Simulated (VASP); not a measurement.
# MoSe2 (P6_3/mmc) in VASP: notebook

Runs on MoSe2. Level: LDA. Tasks: relaxation of shape and atoms at fixed volume.

Everything below comes from runs of VASP 6.6.1. Logs are shortened: lines on timing, memory, paths and dates and some standing lists are left out, and cuts for length are marked.

**1. Starting point**

The structure is hexagonal, space group P6_3/mmc (No. 194). Conventional cell: a = 3.252 Å, b = 3.252 Å, c = 12.739 Å, α = 90.00°, β = 90.00°, γ = 120.00°. Mo (site symmetry -6m2) is surrounded by 6 Se at 2.51 Å. Se (site symmetry 3m) has 3 Mo at 2.51 Å as nearest neighbours.

**2. Relaxation of shape and atoms at fixed volume, LDA (a relaxed cell with its volume scaled by 0.96)**

File INCAR:

```
SYSTEM = MoSe2
PREC = Accurate ; ENCUT = 600
EDIFF = 1E-7 ; ISMEAR = 0
SIGMA = 0.03 ; LREAL = .False.
LASPH = .True. ; NELM = 80
ALGO = Normal ; ISIF = 4
LWAVE = .False. ; LCHARG = .False.
IBRION = 2 ; NSW = 40
EDIFFG = -0.01 ; KPAR = 2
```

File KPOINTS:

```
Automatic mesh
0
Gamma
  9 9 2
  0 0 0
```

File POSCAR:

```
MoSe2                                   
1.0
    3.2078583403      0.0000000000      0.0000000000
   -1.6039291701      2.7780868144      0.0000000000
    0.0000000000      0.0000000000     12.5666077462
  Mo              Se            
     2     4
Direct
     0.3333333332999970    0.6666666667000030    0.2500000000000000
     0.6666666667000030    0.3333333332999970    0.7500000000000000
     0.3333333332999970    0.6666666667000030    0.6196545790875803
     0.6666666667000030    0.3333333332999970    0.1196545790875803
     0.3333333332999970    0.6666666667000030    0.8803454209124197
     0.6666666667000030    0.3333333332999970    0.3803454209124197
```

Potentials or basis: VASP PAW LDA potentials, release 64 (Mo_sv, Se).

On the command line:

```
$ cat potpaw_LDA.64/Mo_sv/POTCAR potpaw_LDA.64/Se/POTCAR > POTCAR
$ mpirun -np 2 vasp_std > vasp.out
```

OUTCAR:

```text
SYSTEM = MoSe2
   PREC = Accurate
   ENCUT = 600
   EDIFF = 1E-7
   ISMEAR = 0
   LREAL = .False.
   LASPH = .True.
   NELM = 80
   ISIF = 4
   IBRION = 2
   NSW = 40
   EDIFFG = -0.01

 ion  position               nearest neighbor table
   1  0.333  0.667  0.250-   4 2.47   6 2.47   4 2.47   6 2.47   4 2.47   6 2.47
   2  0.667  0.333  0.750-   3 2.47   5 2.47   3 2.47   5 2.47   3 2.47   5 2.47
   3  0.333  0.667  0.620-   2 2.47   2 2.47   2 2.47
   4  0.667  0.333  0.120-   1 2.47   1 2.47   1 2.47
   5  0.333  0.667  0.880-   2 2.47   2 2.47   2 2.47
   6  0.667  0.333  0.380-   1 2.47   1 2.47   1 2.47

  LATTYP: Found a hexagonal cell.
 ALAT       =     3.2078583403
 C/A-ratio  =     3.9174447289

  Lattice vectors:

 A1 = (   3.2078583403,   0.0000000000,   0.0000000000)
 A2 = (  -1.6039291701,   2.7780868144,   0.0000000000)
 A3 = (   0.0000000000,   0.0000000000,  12.5666077462)

Analysis of symmetry for initial positions (statically):
=====================================================================
 Subroutine PRICEL returns:
 Original cell was already a primitive cell.

 Routine SETGRP: Setting up the symmetry group for a
 hexagonal supercell.

 Subroutine GETGRP returns: Found 24 space group operations
 (whereof 12 operations were pure point group operations)
 out of a pool of 24 trial point group operations.

The static configuration has the point symmetry D_3d.
 The point group associated with its full space group is D_6h.

Analysis of symmetry for dynamics (positions and initial velocities):
=====================================================================
 Subroutine PRICEL returns:
 Original cell was already a primitive cell.

 Routine SETGRP: Setting up the symmetry group for a
 hexagonal supercell.

 Subroutine GETGRP returns: Found 24 space group operations
 (whereof 12 operations were pure point group operations)
 out of a pool of 24 trial point group operations.

The dynamic configuration has the point symmetry D_3d.
 The point group associated with its full space group is D_6h.

 Subroutine INISYM returns: Found 24 space group operations
 (whereof 12 operations are pure point group operations),
 and found     1 'primitive' translations

----------------------------------------------------------------------------------------

                                     Primitive cell

  volume of cell :     111.9900

  direct lattice vectors                    reciprocal lattice vectors
     3.207858340  0.000000000  0.000000000     0.311734464  0.179979977  0.000000000
    -1.603929170  2.778086814  0.000000000     0.000000000  0.359959953  0.000000000
     0.000000000  0.000000000 12.566607746     0.000000000  0.000000000  0.079575970

  length of vectors
     3.207858340  3.207858340 12.566607746     0.359959953  0.359959953  0.079575970

  position of ions in fractional coordinates (direct lattice)
     0.333333333  0.666666667  0.250000000
     0.666666667  0.333333333  0.750000000
     0.333333333  0.666666667  0.619654579
     0.666666667  0.333333333  0.119654579
     0.333333333  0.666666667  0.880345421
     0.666666667  0.333333333  0.380345421

  ion indices of the primitive-cell ions
   primitive index   ion index
                 1           1
                 2           2
                 3           3
                 4           4
                 5           5
                 6           6

----------------------------------------------------------------------------------------

 KPOINTS: Automatic mesh

Automatic generation of k-mesh.
 Grid dimensions read from file:
 generate k-points for:    9    9    2

 Generating k-lattice:

  Cartesian coordinates                     Fractional coordinates (reciprocal lattice)
     0.034637163  0.019997775  0.000000000     0.111111111  0.000000000  0.000000000
     0.000000000  0.039995550  0.000000000     0.000000000  0.111111111  0.000000000
     0.000000000  0.000000000  0.039787985     0.000000000  0.000000000  0.500000000

  Length of vectors
     0.039995550  0.039995550  0.039787985

  Shift w.r.t. Gamma in fractional coordinates (k-lattice)
     0.000000000  0.000000000  0.000000000

 Subroutine IBZKPT returns following result:
 ===========================================

 Found     24 irreducible k-points:

 Following reciprocal coordinates:
            Coordinates               Weight
  0.000000  0.000000  0.000000      1.000000
  0.111111 -0.000000  0.000000      6.000000
  0.222222  0.000000  0.000000      6.000000
  0.333333 -0.000000  0.000000      6.000000
  0.444444  0.000000  0.000000      6.000000
  0.111111  0.111111  0.000000      6.000000
[... 16 lines left out ...]
  0.333333  0.222222  0.500000     12.000000
  0.333333  0.333333  0.500000      2.000000
   k-points           NKPTS =     24   k-points in BZ     NKDIM =     24   number of bands    NBANDS=     31
   number of dos      NEDOS =    301   number of ions     NIONS =      6
   total plane-waves  NPLWV =  78400
   dimension x,y,z NGX =    28 NGY =   28 NGZ =  100
   dimension x,y,z NGXF=    56 NGYF=   56 NGZF=  200
   ions per type =               2   4
   NGX,Y,Z   is equivalent  to a cutoff of  14.51, 14.51, 13.23 a.u.
   NGXF,Y,Z  is equivalent  to a cutoff of  29.02, 29.02, 26.46 a.u.
 SYSTEM =  MoSe2
   PREC   = accura    normal or accurate (medium, high low for compatibility)
   ISTART =      0    job   : 0-new  1-cont  2-samecut
   ICHARG =      2    charge: 1-file 2-atom 10-const
   ISPIN  =      1    spin polarized calculation?
   LNONCOLLINEAR =      F non collinear calculations
   LSORBIT =      F    spin-orbit coupling
   LASPH  =      T    aspherical Exc in radial PAW
   ENCUT  =  600.0 eV  44.10 Ry    6.64 a.u.   6.41  6.41 25.10*2*pi/ulx,y,z
   NELM   =     80;   NELMIN=  2; NELMDL= -5     # of ELM steps
   EDIFF  = 0.1E-06   stopping-criterion for ELM
   LREAL  =      F    real-space projection
   EDIFFG = -.1E-01   stopping-criterion for IOM
   NSW    =     40    number of steps for IOM
   IBRION =      2    ionic relax: 0-MD 1-quasi-New 2-CG
   NFREE  =      1    steps in history (QN), initial steepest desc. (CG)
   ISIF   =      4    stress and relaxation
   ISYM   =      2    0-nonsym 1-usesym 2-fastsym
   POTIM  = 0.5000    time-step for ionic-motion
   TEBEG  =    0.0;   TEEND  =   0.0 temperature during run
   PSTRESS=    0.0 pullay stress
   NELECT =      52.0000    total number of electrons
   NUPDOWN=      -1.0000    fix difference up-down
   EMIN   =  10.00;   EMAX   =-10.00  energy-range for DOS
   EFERMI =   0.00;   METHOD = LEGACY
   ISMEAR =     0;   SIGMA  =   0.03  broadening in eV -4-tet -1-fermi 0-gaus
   EFERMI_NEDOS =   21; number of points for ismear=-14 and -15
   IALGO  =     38    algorithm
   IMIX   =      4    mixing-type and parameters
     AMIX     =   0.40;   BMIX     =  1.00
     AMIX_MAG =   1.60;   BMIX_MAG =  1.00
  volume/ion in A,a.u.               =      18.66       125.96
  Fermi-wavevector in a.u.,A,eV,Ry     =   1.267699  2.395604 21.865400  1.607062
  Thomas-Fermi vector in A             =   2.400833
   LORBIT       =      0    0 simple, 1 ext, 2 COOP (PROOUT), +10 PAW based schemes
   GGA     = CA    functional components
   LHFCALC =     F    Hartree Fock is set to
   AEXX    =    0.0000 exact exchange contribution
   IVDW    =     0    specifies the selected vdW correction
   LEPSILON=     F    determine dielectric tensor
   LRPA    =     F    only Hartree local field effects (RPA)
 conjugate gradient relaxation of ions
 non-spin polarized calculation
 Gauss-broadening in eV      SIGMA  =   0.03
  energy-cutoff  :      600.00
  volume of cell :      111.99
 maximum number of plane-waves:      3776
 NGX is ok and might be reduce to    28
   NGX = 13   NGY = 13   NGZ = 51

--------------------------------------- Ionic step        1  -------------------------------------------

 number of electron      52.0000003 magnetization

 Free energy of the ion-electron system (eV)
  ---------------------------------------------------
  ext. energy  EPLUGINS =         0.00000000
  ---------------------------------------------------
  free energy    TOTEN  =       -45.17853958 eV

  energy without entropy =      -45.17853958  energy(sigma->0) =      -45.17853958

------------------------ aborting loop because EDIFF is reached ----------------------------------------

  FORCE on cell =-STRESS in cart. coord.  units (eV):
  Direction    XX          YY          ZZ          XY          YZ          ZX
  --------------------------------------------------------------------------------------
  -------------------------------------------------------------------------------------
  Total        4.1884962      4.1884962      4.9983531      0.0000000      0.0000000     -0.0000000
  in kB       59.9224625     59.9224625     71.5086307      0.0000000      0.0000000     -0.0000000
  external PRESSURE =      63.7845186 kB  Pullay stress =       0.0000000 kB
[... 145 lines left out ...]
  energy  without entropy=      -45.2330372435  energy(sigma->0) =      -45.23303724

--------------------------------------- Ionic step        5  -------------------------------------------

 number of electron      52.0000003 magnetization

 Free energy of the ion-electron system (eV)
  ---------------------------------------------------
  ext. energy  EPLUGINS =         0.00000000
  ---------------------------------------------------
  free energy    TOTEN  =       -45.23733597 eV

  energy without entropy =      -45.23733597  energy(sigma->0) =      -45.23733597

 E-fermi :   7.7827     XC(G=0): -11.3772

 val. band max:        7.5017553048   @ k =   0.0000   0.0000   0.0000
 cond. band min:       8.1859293490   @ k =   0.2222   0.1111   0.0000
 fundamental gap:      0.6841740442
 Fermi energy:         7.7827267138

 k-point     1 :       0.0000    0.0000    0.0000
  band No.  band energies     occupation
      1     -53.4031      2.00000
      2     -53.4031      2.00000
      3     -27.8104      2.00000
      4     -27.8103      2.00000
      5     -27.5500      2.00000
      6     -27.5500      2.00000
[... 838 lines left out ...]
  FREE ENERGIE OF THE ION-ELECTRON SYSTEM (eV)
  ---------------------------------------------------
  free  energy   TOTEN  =       -45.2373359671 eV

  energy  without entropy=      -45.2373359671  energy(sigma->0) =      -45.23733597

 reached required accuracy - stopping structural energy minimisation
```

It took 89 s on 2 MPI ranks of AMD EPYC 9R45 (Zen 5), shared host; peak memory 0.24 GiB.

Results:

```yaml
Free_energy: -45.2373 eV
Energy_gained_by_relaxing: 9.8 meV/atom
Ionic_steps: 5
Pressure_after_relaxing: 2.3 GPa
Largest_force_after_relaxing: 0.010 eV/Å
Band_gap_on_the_k_mesh: 0.68 eV, indirect (least direct gap 1.55 eV)
```

Forces on the atoms (eV/Å):
```
Mo   0.000  0.000  0.000
Mo   0.000  0.000  0.000
Se   0.000  0.000 -0.010
Se   0.000  0.000 -0.010
Se   0.000  0.000  0.010
Se   0.000  0.000  0.010
```

Step by step:
| step | energy change (eV) | largest force (eV/Å) | pressure (GPa) |
| --- | --- | --- | --- |
| 1 | 0.0000 | 0.6806 | 6.38 |
| 2 | -0.0398 | 0.0190 | 3.11 |
| 3 | -0.0405 | 0.0607 | 3.49 |
| 4 | -0.0545 | 0.0357 | 2.88 |
| 5 | -0.0588 | 0.0095 | 2.34 |

Final structure:
```cif
data_structure
_symmetry_space_group_name_H-M 'P 1'
_symmetry_Int_Tables_number 1
_cell_length_a 3.2291
_cell_length_b 3.2291
_cell_length_c 12.4016
_cell_angle_alpha 90.000
_cell_angle_beta 90.000
_cell_angle_gamma 120.000
_cell_volume 111.99
loop_
_atom_site_label
_atom_site_type_symbol
_atom_site_fract_x
_atom_site_fract_y
_atom_site_fract_z
_atom_site_occupancy
Mo1 Mo 0.33333 0.66667 0.25000 1
Mo2 Mo 0.66667 0.33333 0.75000 1
Se1 Se 0.33333 0.66667 0.61590 1
Se2 Se 0.66667 0.33333 0.11590 1
Se3 Se 0.33333 0.66667 0.88410 1
Se4 Se 0.66667 0.33333 0.38410 1
```

Levels at points of the mesh, in eV from the valence-band top:
```
           k point  band 23  band 24  band 25  band 26  band 27  band 28  band 29  band 30
(0.00, 0.00, 0.00)    -1.58    -1.46    -0.56     0.00     2.47     2.47     2.59     2.59
(0.00, 0.00, 0.50)    -1.62    -1.62    -0.15    -0.15     2.49     2.49     2.49     2.49
```

Caveat: an odd mesh through Γ misses points on the zone boundary, where band edges often lie.

**3. Relaxation of shape and atoms at fixed volume, LDA (a relaxed cell with its volume scaled by 0.98)**

INCAR is that of step 2.

KPOINTS is that of step 2.

Edit POSCAR of step 2 so:

```diff
@@ -2,5 +2,5 @@
 1.0
-    3.2078583403      0.0000000000      0.0000000000
-   -1.6039291701      2.7780868144      0.0000000000
-    0.0000000000      0.0000000000     12.5666077462
+    3.2299822004      0.0000000000      0.0000000000
+   -1.6149911002      2.7972466392      0.0000000000
+    0.0000000000      0.0000000000     12.6532767453
   Mo              Se
```

Potentials or basis: VASP PAW LDA potentials, release 64 (Mo_sv, Se).

On the command line:

```
$ cat potpaw_LDA.64/Mo_sv/POTCAR potpaw_LDA.64/Se/POTCAR > POTCAR
$ mpirun -np 2 vasp_std > vasp.out
```

Wall time 92 s (2 MPI ranks of AMD EPYC 9R45 (Zen 5), shared host); peak memory 0.25 GiB.

The run converged. Its results:

| Property | Result |
| --- | --- |
| Free energy | -45.2617 eV |
| Energy gained by relaxing | 2.4 meV/atom |
| Ionic steps | 5 |
| Pressure after relaxing | 1.0 GPa |
| Band gap on the k mesh | 0.75 eV, indirect (least direct gap 1.53 eV) |

Forces in eV/Å, atoms in the order of the input:
```
Mo   0.000  0.000  0.000
Mo   0.000  0.000  0.000
Se   0.000  0.000 -0.002
Se   0.000  0.000 -0.002
Se   0.000  0.000  0.002
Se   0.000  0.000  0.002
```

The path:
```tsv
step	energy change (eV)	largest force (eV/Å)	pressure (GPa)
1	0.0000	0.3267	3.02
2	-0.0096	0.0015	1.53
3	-0.0097	0.0310	1.67
4	-0.0132	0.0177	1.36
5	-0.0145	0.0024	1.02
```

Final structure:
```yaml
crystal:
  lattice:
    - [3.24166, 0.00000, 0.00000]
    - [-1.62083, 2.80736, 0.00000]
    - [0.00000, 0.00000, 12.56230]
  atoms:
    - { symbol: Mo, position: [0.33333, 0.66667, 0.25000] }
    - { symbol: Mo, position: [0.66667, 0.33333, 0.75000] }
    - { symbol: Se, position: [0.33333, 0.66667, 0.61772] }
    - { symbol: Se, position: [0.66667, 0.33333, 0.11772] }
    - { symbol: Se, position: [0.33333, 0.66667, 0.88228] }
    - { symbol: Se, position: [0.66667, 0.33333, 0.38228] }
```

Levels at points of the mesh, in eV from the valence-band top:
```
           k point  band 24  band 25  band 26  band 27  band 28  band 29
(0.00, 0.00, 0.00)    -1.36    -0.65     0.00     2.50     2.50     2.60
(0.00, 0.00, 0.50)    -1.59    -0.17    -0.17     2.52     2.52     2.52
```

Caveat: an odd mesh through Γ misses points on the zone boundary, where band edges often lie.

**4. Relaxation of shape and atoms at fixed volume, LDA**

INCAR is that of step 3.

KPOINTS is that of step 3.

Edit POSCAR of step 3 so:

```diff
@@ -2,5 +2,5 @@
 1.0
-    3.2299822004      0.0000000000      0.0000000000
-   -1.6149911002      2.7972466392      0.0000000000
-    0.0000000000      0.0000000000     12.6532767453
+    3.2518070665      0.0000000000      0.0000000000
+   -1.6259035332      2.8161475277      0.0000000000
+    0.0000000000      0.0000000000     12.7387744519
   Mo              Se
```

On the command line:

```
$ cat potpaw_LDA.64/Mo_sv/POTCAR potpaw_LDA.64/Se/POTCAR > POTCAR
$ mpirun -np 2 vasp_std > vasp.out
```

Run time: 30 s. Hardware: 2 MPI ranks of AMD EPYC 9R45 (Zen 5), shared host; peak memory 0.25 GiB.

It converged, with:

| Quantity | Value |
| --- | --- |
| Free energy | -45.2696 eV |
| Pressure after relaxing | 0.0 GPa |
| Band gap on the k mesh | 0.83 eV, indirect (least direct gap 1.51 eV) |

Final structure:
```
Mo Se
1.0
     3.25181    0.00000    0.00000
    -1.62590    2.81615    0.00000
     0.00000    0.00000   12.73877
Mo Se
2 4
Cartesian
  0.0000 1.8774 3.1847
  1.6259 0.9387 9.5541
  0.0000 1.8774 7.8936
  1.6259 0.9387 1.5243
  0.0000 1.8774 11.2145
  1.6259 0.9387 4.8451
```

Levels at points of the mesh, in eV from the valence-band top:
```csv
k point,band 24,band 25,band 26,band 27,band 28,band 29
"(0.00, 0.00, 0.00)",-1.27,-0.73,0.00,2.54,2.54,2.62
"(0.00, 0.00, 0.50)",-1.55,-0.18,-0.18,2.56,2.56,2.56
```

Caveat: the relaxation stopped at its first step, so nothing moved; an odd mesh through Γ misses points on the zone boundary, where band edges often lie.

**5. Overview**

| cell | gap on the mesh (eV) | pressure (GPa) |
| --- | --- | --- |
| atoms relaxed at fixed volume from: a relaxed cell with its volume scaled by 0.96 | 0.68 | 2.3 |
| atoms relaxed at fixed volume from: a relaxed cell with its volume scaled by 0.98 | 0.75 | 1.0 |
| atoms relaxed at fixed volume | 0.83 | 0.0 |

Alike in all rows: task relaxation of shape and atoms at fixed volume; level LDA; potentials or basis VASP PAW LDA potentials, release 64 (Mo_sv, Se); no spin polarisation; k mesh 9 × 9 × 2; cutoff (eV) 600; smearing gaussian 0.03 eV.

Caveats: an odd mesh through Γ misses points on the zone boundary, where band edges often lie; the relaxation stopped at its first step, so nothing moved (some runs).

Absolute energies hang on the potentials; compare differences alone.
